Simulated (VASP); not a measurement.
Input of a VASP 6.6.1 run:

The input INCAR:

```
SYSTEM = Be
PREC = Accurate
ENCUT = 520
EDIFF = 1E-6
ISMEAR = 0
SIGMA = 0.1
LREAL = .FALSE.
LASPH = .TRUE.
NELM = 100
ALGO = Normal
ISIF = 2
LWAVE = .FALSE.
LCHARG = .FALSE.
GGA = PE
NBANDS = 9
```

KPOINTS

```
regular mesh
0
G
  8 8 8
  0 0 0
```

The input POSCAR:

```
Be
1.0
   -1.4350007600      1.7880201100      1.7895414600
    1.4350007600     -1.7880201100      1.7895414600
    1.4350007600      1.7880201100     -1.7895414600
Be
2
Direct
    0.7344035800      0.2344035800      0.5000000000
    0.2655964200      0.7655964200      0.5000000000
```

Potentials or basis: VASP PAW PBE potentials, release 64 (Be).

The run is started by

```bash
$ cat potpaw_PBE.64/Be/POTCAR > POTCAR
$ mpirun -np 1 vasp_std > vasp.out
```

(1) Predict the pressure.

(2) Estimate the band gap on the k mesh.

## Answers

(1) 19.0 GPa.

(2) none (metal or under the smearing width).

Caveat: so large a pressure means that the cell lies far from this level's equilibrium, or that cutoff or potentials fall short; forces of over 1 eV/Å show positions far from the minimum, so gaps and moduli don't describe the material at rest.
